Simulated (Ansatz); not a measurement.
GaP:

```
Ga P
1.0
     0.00000    2.72525    2.72525
     2.72525    0.00000    2.72525
     2.72525    2.72525    0.00000
Ga P
1 1
Direct
  0.00000 0.00000 0.00000
  0.75000 0.75000 0.75000
```

Base run:

| Item | Value |
| --- | --- |
| Program | Ansatz 0.2.0 |
| Functional | PBE |
| Potentials or basis | Ansatz PAW |
| Cutoff | 420 eV (not typed: the program's choice for these potentials) |
| k mesh | 8 × 8 × 8 |
| Occupations | fixed |
| Spin | no spin polarisation |

Its results: band gap on the k mesh 1.64 eV, indirect (least direct gap 1.83 eV).

Question: The run is repeated on the same cell with these changes: functional from PBE to PBEsol; occupations from fixed to fermi-dirac, width 0.05 eV. What comes out?

Answer: Band gap on the k mesh 1.51 eV, indirect (least direct gap 1.74 eV).

A k mesh can miss the band edges.
